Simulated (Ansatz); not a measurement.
# SiGe4: the cost of one run

Method: DFT LDA, scalar-relativistic, plane waves, PAW, in Ansatz 0.2.0.

3 further runs of the same task are left out: 1 that didn't finish, 2 set aside as unsound or not needed.

### Step 1. Starting point

Symmetry: Fd-3m, No. 227, cubic system. Conventional cell: a = 5.658 Å, b = 5.658 Å, c = 5.658 Å, α = 90.00°, β = 90.00°, γ = 90.00°. Around Ge (site symmetry -43m) lie 4 Ge at 2.45 Å.

Structure file:

```xyz
2
Lattice="0.0000 2.8288 2.8288 2.8288 0.0000 2.8288 2.8288 2.8288 0.0000" Properties=species:S:1:pos:R:3 pbc="T T T"
Ge    2.8288    2.8288    2.8288
Ge    4.2432    4.2432    4.2432
```

The structure comes from the Crystallography Open Database.

### Step 7. The grid

Atoms count from 1 in the order of the input.

Si is moved over the surface cell; relaxed at each place: the height of the adsorbate's atoms; substrate rigid; the origin of the map has the adsorbate above Ge4.

- position of Si5 along the first surface vector, from above Ge4: 6 values from 0.000 to 0.833, periodic
- position of Si5 along the second surface vector, from above Ge4: 6 values from 0.000 to 0.833, periodic

Relaxed at each point: the height of the adsorbate's atoms; substrate rigid. Points are written as (first, second).

The two vectors of the plane (Å): (3.975, 0.000, 0.000); (-1.988, 3.442, 0.000).

(The set-up runs are not shown.)

### Step 8. Point (0/6, 2/6) of the map's two axes

Input file input.yaml:

```yaml
crystal:
  lattice:
    - [3.9749475856, 0.0, 0.0]
    - [-1.9874737928, 3.4424055879, 0.0]
    - [0.0, 0.0, 19.6181517136]
  atoms:
    - { symbol: Ge, position: [0.3333333333, 0.6666666667, 0.2038928059] }
    - { symbol: Ge, position: [0.0, 0.0, 0.2452515838] }
    - { symbol: Ge, position: [0.0, 0.0, 0.376488145] }
    - { symbol: Ge, position: [0.6666666667, 0.3333333333, 0.413808183] }
    - { symbol: Si, position: [0.6666666667, 0.6666666667, 0.5125568259] }
basis:
  ecutwfc: 420
kpoints:
  mp_grid: { grid: [9, 9, 1] }
hamiltonian:
  xc: lda
  pseudopotentials: { kind: paw, azcp: { folder: soft_1 } }
scf:
  occupations: { method: gaussian, width: 0.1 }
output:
  forces: true
  eigenvalues: true
relax:
  adjacent_minimum: "off"
  f_tol: 0.025
  max_steps: 16
  constraints: [{ sites: [0, 1, 2, 3] }, { sites: [4], fix: xy }]
efield:
  axis: 3
  dipole_correction: true
  ramp_width: 0.04
```

Started as:

```sh
$ ansatz run input.yaml --threads 2 --pin off --max-ram 6144MiB --backend cpu --events-out ev --progress --plain --runs-dir out
```

What time and memory should one allow on 2 threads of Arm Neoverse V1, shared host?

About 50 s, with a peak of 0.61 GiB.
